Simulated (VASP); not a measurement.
Runs of VASP 6.6.1 on BN. The structure is cubic, space group F-43m (No. 216). The conventional cell has a = 3.626 Å, b = 3.626 Å, c = 3.626 Å, α = 90.00°, β = 90.00°, γ = 90.00°. N (site symmetry -43m) has 4 B at 1.57 Å as nearest neighbours. B (site symmetry -43m) is surrounded by 4 N at 1.57 Å. The cell is a database's computed one.

| task | level | cell | k mesh | cutoff (eV) | smearing | grid for exact exchange (PRECFOCK) | exchange at q = 0 | share of exact exchange | mesh quality | gap on the mesh (eV) | pressure (GPa) | relaxed volume (Å³/atom) |
| --- | --- | --- | --- | --- | --- | --- | --- | --- | --- | --- | --- | --- |
| band structure | TPSSh | as given | 7 × 7 × 7 | 520 | fermi-dirac 0.05 eV | Fast | default | - | coarse | - | (b) | - |
| relaxation of cell and atoms | PBE-EpsX | relaxed | 7 × 7 × 7 | 600 | fermi-dirac 0.05 eV | Fast | default | 0.2167 | coarse | 6.56 | 0.0 | 5.84 |
| relaxation of cell and atoms | B3LYP | relaxed | 7 × 7 × 7 | 600 | fermi-dirac 0.05 eV | Fast | truncated | - | coarse | 6.80 | 0.0 | (a) |
| band structure | B3LYP | as given | 7 × 7 × 7 | 520 | fermi-dirac 0.05 eV | Normal | truncated | - | coarse | 6.79 | -2.6 | - |
| single point | PBE | as given | 13 × 13 × 13 | 520 | gaussian 0.024 eV | - | - | - | not flagged | 4.52 | -0.2 | - |
| single point | PBE | as given | 13 × 13 × 13 | 520 | gaussian 0.026 eV | - | - | - | not flagged | 4.52 | -0.2 | - |
| band structure | PBE-EpsX | as given | 7 × 7 × 7 | 520 | fermi-dirac 0.05 eV | Normal | default | 0.2167 | coarse | - | -7.9 | - |
| single point | PBE | as given | 13 × 13 × 13 | 520 | gaussian 0.016 eV | - | - | - | not flagged | 4.52 | -0.2 | - |

Alike in all rows: potentials or basis VASP PAW PBE potentials, release 64 (N, B); no spin polarisation.

**Question.** Estimate the missing entries.

**Answer.** (a) 5.91; (b) -3.8.

Caveats: some runs use coarse meshes; the PAW data sets were made with another functional, which shifts forces and pressure a little (some runs); an odd mesh through Γ misses points on the zone boundary, where band edges often lie (some runs); an unscreened hybrid on a path of extra k points without a Coulomb cutoff has errors near the mesh points, so the bands along the path aren't reliable (some runs); the mesh misses the band edges, which the band path finds closer together (some runs).
